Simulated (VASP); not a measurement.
# PtS2 (P-3m1) in VASP: a series of runs

One crystal, PtS2, is run at these levels: PBE; tasks: single point.

Everything below comes from runs of VASP 6.6.1. Logs are shortened: lines on timing, memory, paths and dates and some standing lists are left out, and cuts for length are marked.

## Step 1: The crystal as given

It takes space group P-3m1 (No. 164, trigonal). The conventional cell has a = 3.543 Å, b = 3.543 Å, c = 5.039 Å, α = 90.00°, β = 90.00°, γ = 120.00°. Pt (site symmetry -3m) is surrounded by 6 S at 2.34 Å. Around S (site symmetry 3m) lie 3 Pt at 2.34 Å.

## Step 2: Single point, PBE, spin-orbit coupling, no magnetisation

INCAR

```
SYSTEM = PtS2
ALGO = Normal ; EDIFF = 1E-7
ENCUT = 400 ; GGA = PE
GGA_COMPAT = .False. ; ISIF = 2
ISMEAR = 0 ; LASPH = .True.
LCHARG = .False. ; LMAXMIX = 4
LNONCOLLINEAR = .True. ; LORBIT = 11
LREAL = .False. ; LSORBIT = .True.
LWAVE = .False. ; MAGMOM = 0 0 0 0 0 0 0 0 0
NBANDS = 38 ; NELM = 100
PREC = Accurate ; SIGMA = 0.02
```

KPOINTS

```
k-points
0
Gamma
  4 4 2
  0 0 0
```

POSCAR

```
PtS2
1.0
    3.5432000000      0.0000000000      0.0000000000
   -1.7716000000      3.0685012107      0.0000000000
    0.0000000000      0.0000000000      5.0388000000
Pt S
1 2
Direct
    0.0000000000      0.0000000000      0.0000000000
    0.6666666667      0.3333333333      0.7730000000
    0.3333333333      0.6666666667      0.2270000000
```

Potentials or basis: VASP PAW PBE potentials, release 64 (Pt, S).

Run with:

```console
cat potpaw_PBE.64/Pt/POTCAR potpaw_PBE.64/S/POTCAR > POTCAR
mpirun -np 1 vasp_ncl > vasp.out
```

OUTCAR:

```text
SYSTEM = PtS2
   EDIFF = 1E-7
   ENCUT = 400
   GGA = PE
   ISIF = 2
   ISMEAR = 0
   LASPH = .True.
   LNONCOLLINEAR = .True.
   LORBIT = 11
   LREAL = .False.
   LSORBIT = .True.
   NELM = 100
   PREC = Accurate

 Found      8 irreducible k-points:

 Following reciprocal coordinates:
            Coordinates               Weight
  0.000000  0.000000  0.000000      1.000000
  0.250000  0.000000  0.000000      6.000000
  0.500000  0.000000  0.000000      3.000000
  0.250000  0.250000  0.000000      6.000000
  0.000000  0.000000  0.500000      1.000000
  0.250000  0.000000  0.500000      6.000000
   k-points           NKPTS =      8   k-points in BZ     NKDIM =      8   number of bands    NBANDS=     38
   number of dos      NEDOS =    301   number of ions     NIONS =      3
   total plane-waves  NPLWV =  20736
   dimension x,y,z NGX =    24 NGY =   24 NGZ =   36
   dimension x,y,z NGXF=    48 NGYF=   48 NGZF=   72
   ions per type =               1   2
   NGX,Y,Z   is equivalent  to a cutoff of  11.26, 11.26, 11.88 a.u.
   NGXF,Y,Z  is equivalent  to a cutoff of  22.52, 22.52, 23.76 a.u.
 SYSTEM =  PtS2
   PREC   = accura    normal or accurate (medium, high low for compatibility)
   ISTART =      0    job   : 0-new  1-cont  2-samecut
   ICHARG =      2    charge: 1-file 2-atom 10-const
   ISPIN  =      1    spin polarized calculation?
   LNONCOLLINEAR =      T non collinear calculations
   LSORBIT =      T    spin-orbit coupling
   LASPH  =      T    aspherical Exc in radial PAW
   ENCUT  =  400.0 eV  29.40 Ry    5.42 a.u.   5.78  5.78  8.22*2*pi/ulx,y,z
   NELM   =    100;   NELMIN=  2; NELMDL= -5     # of ELM steps
   EDIFF  = 0.1E-06   stopping-criterion for ELM
   LREAL  =      F    real-space projection
   EDIFFG = 0.1E-05   stopping-criterion for IOM
   NSW    =      0    number of steps for IOM
   IBRION =     -1    ionic relax: 0-MD 1-quasi-New 2-CG
   NFREE  =      0    steps in history (QN), initial steepest desc. (CG)
   ISIF   =      2    stress and relaxation
   ISYM   =      2    0-nonsym 1-usesym 2-fastsym
   POTIM  = 0.5000    time-step for ionic-motion
   TEBEG  =    0.0;   TEEND  =   0.0 temperature during run
   PSTRESS=    0.0 pullay stress
   NELECT =      22.0000    total number of electrons
   NUPDOWN=      -1.0000    fix difference up-down
   EMIN   =  10.00;   EMAX   =-10.00  energy-range for DOS
   EFERMI =   0.00;   METHOD = LEGACY
   ISMEAR =     0;   SIGMA  =   0.02  broadening in eV -4-tet -1-fermi 0-gaus
   EFERMI_NEDOS =   21; number of points for ismear=-14 and -15
   IALGO  =     38    algorithm
   IMIX   =      4    mixing-type and parameters
     AMIX     =   0.40;   BMIX     =  1.00
     AMIX_MAG =   1.60;   BMIX_MAG =  1.00
  volume/ion in A,a.u.               =      18.26       123.23
  Fermi-wavevector in a.u.,A,eV,Ry     =   1.207812  2.282434 19.848315  1.458810
  Thomas-Fermi vector in A             =   2.343439
   LORBIT       =     11    0 simple, 1 ext, 2 COOP (PROOUT), +10 PAW based schemes
   GGA     = PE    functional components
   LHFCALC =     F    Hartree Fock is set to
   AEXX    =    0.0000 exact exchange contribution
   IVDW    =     0    specifies the selected vdW correction
   LEPSILON=     F    determine dielectric tensor
   LRPA    =     F    only Hartree local field effects (RPA)
 Gauss-broadening in eV      SIGMA  =   0.02
  energy-cutoff  :      400.00
  volume of cell :       54.78
 maximum number of plane-waves:      2016
 NGX is ok and might be reduce to    24
   NGX = 11   NGY = 11   NGZ = 17

 number of electron      22.0000000 magnetization       0.0000000      0.0000000      0.0000000

 number of electron      21.9999993 magnetization      -0.0000000     -0.0000000     -0.0000000

 number of electron      21.9999993 magnetization      -0.0000000     -0.0000000      0.0000000

 number of electron      21.9999993 magnetization      -0.0000000      0.0000000      0.0000000

 Free energy of the ion-electron system (eV)
  ---------------------------------------------------
  ext. energy  EPLUGINS =         0.00000000
  ---------------------------------------------------
  free energy    TOTEN  =       -15.67093745 eV

  energy without entropy =      -15.67093745  energy(sigma->0) =      -15.67093745

 E-fermi :   6.7515     XC(G=0): -10.5802

 val. band max:        6.6140974637   @ k =   0.0000   0.0000   0.0000
 cond. band min:       7.8055633403   @ k =   0.2500   0.2500   0.0000
 fundamental gap:      1.1914658766
 Fermi energy:         6.7514900112

 k-point     1 :       0.0000    0.0000    0.0000
  band No.  band energies     occupation
      1      -8.8246      1.00000
      2      -8.8246      1.00000
      3      -5.5855      1.00000
      4      -5.5855      1.00000
      5      -0.5660      1.00000
      6      -0.5660      1.00000
[... 26 lines left out ...]
     33      14.9801      0.00000
     34      14.9801      0.00000

 k-point     2 :       0.2500    0.0000    0.0000
  band No.  band energies     occupation
      1      -8.0451      1.00000
      2      -8.0451      1.00000
      3      -6.0197      1.00000
      4      -6.0197      1.00000
      5      -0.1297      1.00000
      6      -0.1297      1.00000
[... 26 lines left out ...]
     33      15.8453      0.00000
     34      15.8453      0.00000

 k-point     3 :       0.5000    0.0000    0.0000
  band No.  band energies     occupation
      1      -6.8183      1.00000
      2      -6.8183      1.00000
      3      -6.5614      1.00000
      4      -6.5614      1.00000
      5      -0.8641      1.00000
      6      -0.8641      1.00000
[... 26 lines left out ...]
     33      15.2444      0.00000
     34      15.2444      0.00000

 k-point     4 :       0.2500    0.2500    0.0000
  band No.  band energies     occupation
      1      -6.9590      1.00000
      2      -6.9590      1.00000
      3      -6.4128      1.00000
      4      -6.4128      1.00000
      5      -0.1250      1.00000
      6      -0.1250      1.00000
[... 26 lines left out ...]
     33      16.1639      0.00000
     34      16.1639      0.00000

 k-point     5 :       0.0000    0.0000    0.5000
  band No.  band energies     occupation
      1      -8.5439      1.00000
      2      -8.5439      1.00000
      3      -6.2795      1.00000
      4      -6.2795      1.00000
      5      -0.5474      1.00000
      6      -0.5474      1.00000
[... 26 lines left out ...]
     33      14.7279      0.00000
     34      14.7279      0.00000

 k-point     6 :       0.2500    0.0000    0.5000
  band No.  band energies     occupation
      1      -7.7806      1.00000
      2      -7.7806      1.00000
      3      -6.4227      1.00000
      4      -6.4227      1.00000
      5      -0.3942      1.00000
      6      -0.3942      1.00000
[... 26 lines left out ...]
     33      16.5678      0.00000
     34      16.5678      0.00000

 [... further k-points ...]

 [bands above 34 left out]

------------------------ aborting loop because EDIFF is reached ----------------------------------------

  FORCE on cell =-STRESS in cart. coord.  units (eV):
  Direction    XX          YY          ZZ          XY          YZ          ZX
  --------------------------------------------------------------------------------------
  -------------------------------------------------------------------------------------
  Total        4.0243280      4.0243280      3.3294054      0.0000000      0.0000000      0.0000000
  in kB      117.6941462    117.6941462     97.3706739      0.0000000      0.0000000      0.0000000
  external PRESSURE =     110.9196554 kB  Pullay stress =       0.0000000 kB

 VOLUME and BASIS-vectors are now :
 -----------------------------------------------------------------------------
  energy-cutoff  :      400.00
  volume of cell :       54.78
      direct lattice vectors                 reciprocal lattice vectors
     3.543200000  0.000000000  0.000000000     0.282230752  0.162946001  0.000000000
    -1.771600000  3.068501211  0.000000000     0.000000000  0.325892001  0.000000000
     0.000000000  0.000000000  5.038800000     0.000000000  0.000000000  0.198459951

 POSITION                                       TOTAL-FORCE (eV/Angst)
 -----------------------------------------------------------------------------------
      0.00000      0.00000      0.00000        -0.000000      0.000000      0.000000
      1.77160      1.02283      3.89499        -0.000000      0.000000     -1.336203
     -0.00000      2.04567      1.14381         0.000000     -0.000000      1.336203
 -----------------------------------------------------------------------------------
    total drift:                                0.000000     -0.000000     -0.000000

  FREE ENERGIE OF THE ION-ELECTRON SYSTEM (eV)
  ---------------------------------------------------
  free  energy   TOTEN  =       -15.6709374534 eV

  energy  without entropy=      -15.6709374534  energy(sigma->0) =      -15.67093745

 Spin-Orbit-Coupling matrix elements

 Ion:    1  E_soc:     -0.7634399
 l=   1
     0.0000000    -0.0373430    -0.0395746
    -0.0373430     0.0000000    -0.0373430
    -0.0395746    -0.0373430     0.0000000
 l=   2
     0.0000000    -0.0198458     0.0000000    -0.0198458    -0.0679226
    -0.0198458     0.0000000    -0.0481403    -0.0238727    -0.0198458
     0.0000000    -0.0481403     0.0000000    -0.0481403     0.0000000
    -0.0198458    -0.0238727    -0.0481403     0.0000000    -0.0198458
    -0.0679226    -0.0198458     0.0000000    -0.0198458     0.0000000
 l=   3
     0.0000000     0.0000000     0.0000000     0.0000000     0.0000000     0.0000000     0.0000000
     0.0000000     0.0000000     0.0000000     0.0000000     0.0000000     0.0000000     0.0000000
     0.0000000     0.0000000     0.0000000     0.0000000     0.0000000     0.0000000     0.0000000
     0.0000000     0.0000000     0.0000000     0.0000000     0.0000000     0.0000000     0.0000000
     0.0000000     0.0000000     0.0000000     0.0000000     0.0000000     0.0000000     0.0000000
     0.0000000     0.0000000     0.0000000     0.0000000     0.0000000     0.0000000     0.0000000
     0.0000000     0.0000000     0.0000000     0.0000000     0.0000000     0.0000000     0.0000000

 Ion:    2  E_soc:      0.0006267
 l=   1
     0.0000000     0.0000759     0.0001616
     0.0000759     0.0000000     0.0000759
     0.0001616     0.0000759     0.0000000
 l=   2
     0.0000000     0.0000000     0.0000000     0.0000000     0.0000000
     0.0000000     0.0000000     0.0000000     0.0000000     0.0000000
     0.0000000     0.0000000     0.0000000     0.0000000     0.0000000
     0.0000000     0.0000000     0.0000000     0.0000000     0.0000000
     0.0000000     0.0000000     0.0000000     0.0000000     0.0000000
 l=   3
     0.0000000     0.0000000     0.0000000     0.0000000     0.0000000     0.0000000     0.0000000
     0.0000000     0.0000000     0.0000000     0.0000000     0.0000000     0.0000000     0.0000000
     0.0000000     0.0000000     0.0000000     0.0000000     0.0000000     0.0000000     0.0000000
     0.0000000     0.0000000     0.0000000     0.0000000     0.0000000     0.0000000     0.0000000
     0.0000000     0.0000000     0.0000000     0.0000000     0.0000000     0.0000000     0.0000000
     0.0000000     0.0000000     0.0000000     0.0000000     0.0000000     0.0000000     0.0000000
     0.0000000     0.0000000     0.0000000     0.0000000     0.0000000     0.0000000     0.0000000

 Ion:    3  E_soc:      0.0006267
 l=   1
     0.0000000     0.0000759     0.0001616
     0.0000759     0.0000000     0.0000759
     0.0001616     0.0000759     0.0000000
 l=   2
     0.0000000     0.0000000     0.0000000     0.0000000     0.0000000
     0.0000000     0.0000000     0.0000000     0.0000000     0.0000000
     0.0000000     0.0000000     0.0000000     0.0000000     0.0000000
     0.0000000     0.0000000     0.0000000     0.0000000     0.0000000
     0.0000000     0.0000000     0.0000000     0.0000000     0.0000000
 l=   3
     0.0000000     0.0000000     0.0000000     0.0000000     0.0000000     0.0000000     0.0000000
     0.0000000     0.0000000     0.0000000     0.0000000     0.0000000     0.0000000     0.0000000
     0.0000000     0.0000000     0.0000000     0.0000000     0.0000000     0.0000000     0.0000000
     0.0000000     0.0000000     0.0000000     0.0000000     0.0000000     0.0000000     0.0000000
     0.0000000     0.0000000     0.0000000     0.0000000     0.0000000     0.0000000     0.0000000
     0.0000000     0.0000000     0.0000000     0.0000000     0.0000000     0.0000000     0.0000000
     0.0000000     0.0000000     0.0000000     0.0000000     0.0000000     0.0000000     0.0000000

 total charge

# of ion       s       p       d       tot
------------------------------------------
    1        0.732   0.889   8.009   9.630
    2        1.361   2.305   0.000   3.667
    3        1.361   2.305   0.000   3.667
--------------------------------------------------
tot          3.455   5.500   8.009  16.964

 magnetization (x)

# of ion       s       p       d       tot
------------------------------------------
    1        0.000   0.000  -0.000  -0.000
    2        0.000   0.000   0.000   0.000
    3        0.000   0.000   0.000   0.000
--------------------------------------------------
tot          0.000   0.000  -0.000   0.000

 magnetization (y)

# of ion       s       p       d       tot
------------------------------------------
    1       -0.000  -0.000   0.000  -0.000
    2        0.000   0.000   0.000   0.000
    3        0.000  -0.000   0.000  -0.000
--------------------------------------------------
tot         -0.000  -0.000   0.000  -0.000

 magnetization (z)

# of ion       s       p       d       tot
------------------------------------------
    1        0.000   0.000   0.000   0.000
    2        0.000   0.000   0.000   0.000
    3        0.000   0.000   0.000   0.000
--------------------------------------------------
tot          0.000   0.000   0.000   0.000
```

Wall time 15 s (1 thread of Intel Xeon 6975P-C (Granite Rapids), shared host); peak memory 0.24 GiB.

The run converged, but some of its settings lie outside the range that counts as converged, so its numbers aren't taken as properties of the crystal.

What came out:

| Item | Value |
| --- | --- |
| Free energy | -15.6709 eV |
| Pressure | 11.1 GPa |
| Largest force | 1.336 eV/Å |
| Valence electrons inside the program's atomic spheres | Pt 9.63; S 3.67 |

Caveat: the k mesh is coarse (spacing up to 0.62 Å⁻¹), so the values aren't converged; forces of over 1 eV/Å show positions far from the minimum, so gaps and moduli don't describe the material at rest.

## Step 3: Single point, PBE, spin-orbit coupling, no magnetisation

INCAR, as its differences from that of step 2:

```diff
@@ -2,3 +2,3 @@
 ALGO = Normal ; EDIFF = 1E-7
-ENCUT = 400 ; GGA = PE
+ENCUT = 460 ; GGA = PE
 GGA_COMPAT = .False. ; ISIF = 2
```

KPOINTS is that of step 2.

POSCAR is that of step 2.

Potentials or basis: VASP PAW PBE potentials, release 64 (Pt, S).

Run with:

```console
cat potpaw_PBE.64/Pt/POTCAR potpaw_PBE.64/S/POTCAR > POTCAR
mpirun -np 1 vasp_ncl > vasp.out
```

Wall time 22 s (1 thread of Intel Xeon 6975P-C (Granite Rapids), shared host); peak memory 0.28 GiB.

These settings aren't checked as converged: the numbers below hold their error.

Results:

* Free energy: -15.6716 eV
* Pressure: 11.1 GPa
* Largest force: 1.336 eV/Å
* Valence electrons inside the program's atomic spheres: Pt 9.63; S 3.67

Caveat: the k mesh is coarse (spacing up to 0.62 Å⁻¹), so the values aren't converged; forces of over 1 eV/Å show positions far from the minimum, so gaps and moduli don't describe the material at rest.
